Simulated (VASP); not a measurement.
# Nb (Im-3m) in VASP: notebook, part 2 of 2

VASP 6.6.1. The steps go on from the part before.

## Step 3: Equation of state, PBE, 17.69 Å³/atom (volume scaled by 0.96)

Contents of INCAR:

```
SYSTEM = Nb
PREC     = Accurate       ! precision mode
ENCUT    = 520            ! plane-wave cutoff, eV
EDIFF    = 1E-7           ! SCF threshold, eV
ISMEAR   = -1             ! smearing method
SIGMA    = 0.05           ! smearing width, eV
LREAL    = .FALSE.        ! projectors in reciprocal space
LASPH    = .TRUE.         ! aspherical terms in the spheres
NELM     = 100            ! most SCF steps
ALGO     = Normal         ! electronic algorithm
ISIF     = 2              ! what is computed and relaxed
LWAVE    = .FALSE.        ! write WAVECAR
LCHARG   = .FALSE.        ! write CHGCAR
GGA      = PE             ! functional
NBANDS   = 12             ! bands
```

Contents of KPOINTS:

```
regular mesh
0
G
  11 11 11
  0 0 0
```

Contents of POSCAR:

```
Nb
1.0
   -1.6414614324      1.6414614324      1.6414614324
    1.6414614324     -1.6414614324      1.6414614324
    1.6414614324      1.6414614324     -1.6414614324
Nb
1
Direct
    0.0000000000      0.0000000000      0.0000000000
```

Potentials or basis: VASP PAW PBE potentials, release 64 (Nb_sv).

Started as:

```
$ cat potpaw_PBE.64/Nb_sv/POTCAR > POTCAR
$ mpirun -np 1 vasp_std > vasp.out
```

Wall time 9.9 s (1 thread of Intel Xeon 6975P-C (Granite Rapids), shared host); peak memory 0.13 GiB.

Results (log left out):

```yaml
Free_energy: -10.2079 eV
Pressure: 4.9 GPa
Band_gap_on_the_k_mesh: none (metal or under the smearing width)
```

## Step 4: Equation of state, PBE, 18.06 Å³/atom (volume scaled by 0.98)

Contents of INCAR:

```
ALGO = Normal
EDIFF = 1E-7
ENCUT = 520
GGA = PE
ISIF = 2
ISMEAR = -1
LASPH = True
LCHARG = False
LREAL = False
LWAVE = False
NBANDS = 12
NELM = 100
PREC = Accurate
SIGMA = 0.05
```

Contents of KPOINTS:

```
k-points
0
Gamma
  11 11 11
```

Contents of POSCAR:

```
Nb
1.0
   -1.6527822138      1.6527822138      1.6527822138
    1.6527822138     -1.6527822138      1.6527822138
    1.6527822138      1.6527822138     -1.6527822138
Nb
1
Direct
    0.0000000000      0.0000000000      0.0000000000
```

Started as:

```
$ cat potpaw_PBE.64/Nb_sv/POTCAR > POTCAR
$ mpirun -np 1 vasp_std > vasp.out
```

Wall time 9.5 s (1 thread of Intel Xeon 6975P-C (Granite Rapids), shared host); peak memory 0.13 GiB.

Results (log left out):

```yaml
Free_energy: -10.2150 eV
Pressure: 1.1 GPa
Band_gap_on_the_k_mesh: none (metal or under the smearing width)
```

## Step 5: Equation of state, PBE, 18.80 Å³/atom (volume scaled by 1.02)

Contents of INCAR:

```
SYSTEM = Nb
PREC = Accurate
ENCUT = 520
EDIFF = 1E-7
ISMEAR = -1
SIGMA = 0.05
LREAL = .False.
LASPH = .True.
NELM = 80
ALGO = Normal
ISIF = 2
LWAVE = .False.
LCHARG = .False.
GGA = PE
NBANDS = 12
```

Contents of KPOINTS:

```
Automatic mesh
0
Gamma
  11 11 11
  0 0 0
```

Contents of POSCAR:

```
Nb
1.0
   -1.6749698576      1.6749698576      1.6749698576
    1.6749698576     -1.6749698576      1.6749698576
    1.6749698576      1.6749698576     -1.6749698576
Nb
1
Direct
    0.0000000000      0.0000000000      0.0000000000
```

Started as:

```
$ cat potpaw_PBE.64/Nb_sv/POTCAR > POTCAR
$ mpirun -np 1 vasp_std > vasp.out
```

It took 9.7 s on 1 thread of Intel Xeon 6975P-C (Granite Rapids), shared host; peak memory 0.14 GiB.

Results (log left out):

- Free energy: -10.2051 eV
- Pressure: -5.5 GPa
- Band gap on the k mesh: none (metal or under the smearing width)

## Step 6: Equation of state, PBE, 19.17 Å³/atom (volume scaled by 1.04)

Contents of INCAR:

```
SYSTEM = Nb
  PREC = Accurate
  ENCUT = 520
  EDIFF = 1E-7
  ISMEAR = -1
  SIGMA = 0.05
  LREAL = .FALSE.
  LASPH = .TRUE.
  NELM = 100
  ALGO = Normal
  ISIF = 2
  LWAVE = .FALSE.
  LCHARG = .FALSE.
  GGA = PE
  NBANDS = 12
```

Contents of KPOINTS:

```
Automatic mesh
0
G
  11 11 11
  0 0 0
```

Contents of POSCAR:

```
Nb
1.0
   -1.6858465900      1.6858465900      1.6858465900
    1.6858465900     -1.6858465900      1.6858465900
    1.6858465900      1.6858465900     -1.6858465900
Nb
1
Direct
    0.0000000000      0.0000000000      0.0000000000
```

Potentials or basis: VASP PAW PBE potentials, release 64 (Nb_sv).

Started as:

```
$ cat potpaw_PBE.64/Nb_sv/POTCAR > POTCAR
$ mpirun -np 1 vasp_std > vasp.out
```

It took 8.2 s on 1 thread of Intel Xeon 6975P-C (Granite Rapids), shared host; peak memory 0.13 GiB.

Results (log left out):

| Property | Result |
| --- | --- |
| Free energy | -10.1894 eV |
| Pressure | -8.3 GPa |
| Band gap on the k mesh | none (metal or under the smearing width) |

## Step 7: Equation of state, PBE, 19.53 Å³/atom (volume scaled by 1.06)

Contents of INCAR:

```
  PREC = Accurate
  ENCUT = 520
  EDIFF = 1E-7
  ISMEAR = -1
  SIGMA = 0.05
  LREAL = False
  LASPH = True
  NELM = 80
  ALGO = Normal
  ISIF = 2
  LWAVE = False
  LCHARG = False
  GGA = PE
  NBANDS = 12
```

Contents of KPOINTS:

```
Automatic mesh
0
Gamma
  11 11 11
```

Contents of POSCAR:

```
Nb
1.0
   -1.6965847559      1.6965847559      1.6965847559
    1.6965847559     -1.6965847559      1.6965847559
    1.6965847559      1.6965847559     -1.6965847559
Nb
1
Direct
    0.0000000000      0.0000000000      0.0000000000
```

Started as:

```
$ cat potpaw_PBE.64/Nb_sv/POTCAR > POTCAR
$ mpirun -np 1 vasp_std > vasp.out
```

It took 9.2 s on 1 thread of Intel Xeon 6975P-C (Granite Rapids), shared host; peak memory 0.13 GiB.

Results (log left out):

```yaml
Free_energy: -10.1674 eV
Pressure: -10.9 GPa
Band_gap_on_the_k_mesh: none (metal or under the smearing width)
```

## Step 8: Equation of state, PBE

Potentials or basis: VASP PAW PBE potentials, release 64 (Nb_sv).

No new run: the results of the series are fitted here.

Results:

```
Equilibrium volume                      : 18.19 Å³/atom
Bulk modulus                            : 172 GPa
Pressure derivative of the bulk modulus : 3.4
```

Energy against volume, from the lowest point:
| volume (Å³/atom) | energy (meV/atom) |
| --- | --- |
| 17.322 | 23.26 |
| 17.691 | 7.12 |
| 18.060 | 0.00 |
| 18.428 | 1.17 |
| 18.797 | 9.91 |
| 19.165 | 25.62 |
| 19.534 | 47.62 |

## Step 9: Equation of state, PBEsol, 17.32 Å³/atom (volume scaled by 0.94)

Contents of INCAR:

```
SYSTEM = Nb
  ALGO = Normal
  EDIFF = 1E-7
  ENCUT = 520
  GGA = PS
  ISIF = 2
  ISMEAR = -1
  LASPH = .True.
  LCHARG = .False.
  LREAL = .False.
  LWAVE = .False.
  NBANDS = 12
  NELM = 80
  PREC = Accurate
  SIGMA = 0.05
```

Contents of KPOINTS:

```
k-points
0
Gamma
  11 11 11
  0 0 0
```

Contents of POSCAR:

```
Nb
1.0
   -1.6299823056      1.6299823056      1.6299823056
    1.6299823056     -1.6299823056      1.6299823056
    1.6299823056      1.6299823056     -1.6299823056
Nb
1
Direct
    0.0000000000      0.0000000000      0.0000000000
```

Potentials or basis: VASP PAW PBE potentials, release 64 (Nb_sv).

Started as:

```
$ cat potpaw_PBE.64/Nb_sv/POTCAR > POTCAR
$ mpirun -np 1 vasp_std > vasp.out
```

Wall time 4.7 s (1 thread of Intel Xeon 6975P-C (Granite Rapids), shared host); peak memory 0.14 GiB.

It converged, with:

- Free energy: -10.9466 eV
- Pressure: 2.5 GPa
- Band gap on the k mesh: none (metal or under the smearing width)

Caveat: the PAW data sets were made with another functional, which shifts forces and pressure a little.

## Step 10: Equation of state, PBEsol, 17.69 Å³/atom (volume scaled by 0.96)

INCAR is that of step 9.

KPOINTS is that of step 9.

Contents of POSCAR:

```
Nb
1.0
   -1.6414614324      1.6414614324      1.6414614324
    1.6414614324     -1.6414614324      1.6414614324
    1.6414614324      1.6414614324     -1.6414614324
Nb
1
Direct
    0.0000000000      0.0000000000      0.0000000000
```

Started as:

```
$ cat potpaw_PBE.64/Nb_sv/POTCAR > POTCAR
$ mpirun -np 1 vasp_std > vasp.out
```

It took 4.7 s on 1 thread of Intel Xeon 6975P-C (Granite Rapids), shared host; peak memory 0.14 GiB.

The run converged. Its results:

- Free energy: -10.9484 eV
- Pressure: -1.3 GPa
- Band gap on the k mesh: none (metal or under the smearing width)

Caveat: the PAW data sets were made with another functional, which shifts forces and pressure a little.

## Step 11: Equation of state, PBEsol, 18.06 Å³/atom (volume scaled by 0.98)

INCAR is that of step 10.

KPOINTS is that of step 10.

Contents of POSCAR:

```
Nb
1.0
   -1.6527822138      1.6527822138      1.6527822138
    1.6527822138     -1.6527822138      1.6527822138
    1.6527822138      1.6527822138     -1.6527822138
Nb
1
Direct
    0.0000000000      0.0000000000      0.0000000000
```

Started as:

```
$ cat potpaw_PBE.64/Nb_sv/POTCAR > POTCAR
$ mpirun -np 1 vasp_std > vasp.out
```

Run time: 4.8 s. Hardware: 1 thread of Intel Xeon 6975P-C (Granite Rapids), shared host; peak memory 0.14 GiB.

Results (log left out):

| Property | Result |
| --- | --- |
| Free energy | -10.9416 eV |
| Pressure | -4.8 GPa |
| Band gap on the k mesh | none (metal or under the smearing width) |

Caveat: the PAW data sets were made with another functional, which shifts forces and pressure a little.

## Step 12: Equation of state, PBEsol, 18.80 Å³/atom (volume scaled by 1.02)

INCAR is that of step 11.

KPOINTS is that of step 11.

Contents of POSCAR:

```
Nb
1.0
   -1.6749698576      1.6749698576      1.6749698576
    1.6749698576     -1.6749698576      1.6749698576
    1.6749698576      1.6749698576     -1.6749698576
Nb
1
Direct
    0.0000000000      0.0000000000      0.0000000000
```

Potentials or basis: VASP PAW PBE potentials, release 64 (Nb_sv).

Started as:

```
$ cat potpaw_PBE.64/Nb_sv/POTCAR > POTCAR
$ mpirun -np 1 vasp_std > vasp.out
```

Wall time 4.6 s (1 thread of Intel Xeon 6975P-C (Granite Rapids), shared host); peak memory 0.14 GiB.

Results (log left out):

* Free energy: -10.9053 eV
* Pressure: -11.0 GPa
* Band gap on the k mesh: none (metal or under the smearing width)

Caveat: the PAW data sets were made with another functional, which shifts forces and pressure a little.

## Step 13: Equation of state, PBEsol, 19.17 Å³/atom (volume scaled by 1.04)

INCAR is that of step 12.

KPOINTS is that of step 12.

Contents of POSCAR:

```
Nb
1.0
   -1.6858465900      1.6858465900      1.6858465900
    1.6858465900     -1.6858465900      1.6858465900
    1.6858465900      1.6858465900     -1.6858465900
Nb
1
Direct
    0.0000000000      0.0000000000      0.0000000000
```

Started as:

```
$ cat potpaw_PBE.64/Nb_sv/POTCAR > POTCAR
$ mpirun -np 1 vasp_std > vasp.out
```

Run time: 4.7 s. Hardware: 1 thread of Intel Xeon 6975P-C (Granite Rapids), shared host; peak memory 0.14 GiB.

It converged, with:

```yaml
Free_energy: -10.8770 eV
Pressure: -13.7 GPa
Band_gap_on_the_k_mesh: none (metal or under the smearing width)
```

Caveat: the PAW data sets were made with another functional, which shifts forces and pressure a little.

## Step 14: Equation of state, PBEsol, 19.53 Å³/atom (volume scaled by 1.06)

INCAR is that of step 13.

KPOINTS is that of step 13.

Contents of POSCAR:

```
Nb
1.0
   -1.6965847559      1.6965847559      1.6965847559
    1.6965847559     -1.6965847559      1.6965847559
    1.6965847559      1.6965847559     -1.6965847559
Nb
1
Direct
    0.0000000000      0.0000000000      0.0000000000
```

Started as:

```
$ cat potpaw_PBE.64/Nb_sv/POTCAR > POTCAR
$ mpirun -np 1 vasp_std > vasp.out
```

It took 4.7 s on 1 thread of Intel Xeon 6975P-C (Granite Rapids), shared host; peak memory 0.14 GiB.

The run converged. Its results:

```
Free energy            : -10.8429 eV
Pressure               : -16.2 GPa
Band gap on the k mesh : none (metal or under the smearing width)
```

Caveat: the PAW data sets were made with another functional, which shifts forces and pressure a little.

## Step 15: Equation of state, PBEsol

Potentials or basis: VASP PAW PBE potentials, release 64 (Nb_sv).

This step only gathers the single runs of the series.

Results:

```yaml
Equilibrium_volume: 17.58 Å³/atom
Bulk_modulus: 182 GPa
Pressure_derivative_of_the_bulk_modulus: 3.4
```

Energy against volume, from the lowest point:
| volume (Å³/atom) | energy (meV/atom) |
| --- | --- |
| 17.322 | 1.75 |
| 17.691 | 0.00 |
| 18.060 | 6.78 |
| 18.428 | 21.37 |
| 18.797 | 43.08 |
| 19.165 | 71.35 |
| 19.534 | 105.48 |

Caveat: the PAW data sets were made with another functional, which shifts forces and pressure a little.

## Step 16: Comparison with measurements

Step 8. Measured bulk modulus of Nb: 169 GPa (quoted in “Pressure effects on the electronic structure and superconductivity of (TaNb)0.67(HfZrTi)0.33 high entropy alloy”, 2019, arxiv:1910.08312). This calculation gives 172 GPa (+1.8 %). The fit is for a static lattice scaled at fixed shape and fixed fractional positions.

Step 15. Against the measured bulk modulus of Nb, 169 GPa (quoted in “Pressure effects on the electronic structure and superconductivity of (TaNb)0.67(HfZrTi)0.33 high entropy alloy”, 2019, arxiv:1910.08312), the calculated 182 GPa is off by +7.8 %. The fit is for a static lattice scaled at fixed shape and fixed fractional positions.
